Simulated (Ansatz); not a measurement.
Consider the substitution at a C–O bond: `CC(=O)Oc1ccccc1` + H–F → `Fc1ccccc1` + `CC(=O)O`.

Calculated with Ansatz (gas phase, PBE0-D4/def2-TZVP geometries, no zero-point term in ΔE). CCSD(T)/CBS adds triple-zeta CCSD(T) − MP2 to the extrapolated MP2 energy (def2 sets, frozen cores). This one scheme is used for every species. DFT in def2-TZVPP. One conformer a species, not always the lowest.

`CC(=O)Oc1ccccc1`:

Z-matrix (Å, degrees):
```
C
C 1 1.496
H 1 1.087 2 109.5
H 1 1.092 2 109.9 3 -121.2
H 1 1.092 2 109.8 3 121.0
O 2 1.195 1 126.1 3 -1.1
O 2 1.358 1 109.8 3 179.3
C 7 1.385 2 119.5 1 -179.6
C 8 1.383 7 117.0 2 -126.6
C 8 1.384 7 121.6 2 57.1
C 9 1.386 8 119.3 7 -176.4
H 9 1.083 8 119.2 7 3.3
C 10 1.386 8 118.9 7 176.4
H 10 1.082 8 120.2 7 -4.2
C 11 1.386 9 120.2 8 -0.2
H 11 1.084 9 119.6 8 179.9
H 13 1.084 10 119.4 8 179.8
H 15 1.084 11 120.1 9 -179.9
```

H–F:

```xyz
2

F     0.002    0.374    0.267
H    -0.002   -0.374   -0.267
```

`Fc1ccccc1`:

```xyz
12

F     0.868   -2.515   -0.312
C     0.434   -1.257   -0.156
C    -0.468   -0.984    0.854
C    -0.912    0.321    1.008
C    -0.457    1.324    0.164
C     0.449    1.020   -0.842
C     0.904   -0.279   -1.010
H    -0.808   -1.784    1.499
H    -1.620    0.553    1.795
H    -0.808    2.341    0.290
H     0.808    1.800   -1.504
H     1.611   -0.541   -1.788
```

`CC(=O)O`:

Z-matrix (Å, degrees):
```
C
C 1 1.495
H 1 1.092 2 109.8
H 1 1.092 2 109.8 3 117.7
H 1 1.087 2 109.6 3 -121.2
O 2 1.200 1 126.0 3 121.1
O 2 1.346 1 111.6 3 -58.9
H 7 0.968 2 106.4 1 180.0
```

Q: Is it downhill or uphill in electronic energy at CCSD(T)/CBS, and by how much? (Best estimate.)

A: Ansatz gave: Nearly level: ΔE = 0.0 kJ/mol.

Q: What do these levels give: r2SCAN-D4, B97M-V, BHLYP, HF/def2-TZVPP, CCSD/def2-TZVPP, SCS-MP2/def2-QZVPP? (An estimate is asked.)

A: Computed: r2SCAN-D4 -14.9, B97M-V -17.8, BHLYP -21.2, HF/def2-TZVPP -25.7, CCSD/def2-TZVPP -6.6, SCS-MP2/def2-QZVPP 0.2 kJ/mol.

Largest T1 diagnostic among the species: 0.015.

The D4 term adds +12.9 kJ/mol with B3LYP and +7.8 kJ/mol with PBE0; it sums over pairs of atoms, weighted by their polarisabilities, and B3LYP, whose exchange is more repulsive, gets the larger term. At CCSD(T), def2-SVP lies −10.3 kJ/mol from the extrapolated value and def2-TZVPP −2.6 kJ/mol.

B3LYP here is the variant with VWN-RPA as its local correlation; programs differ in this.
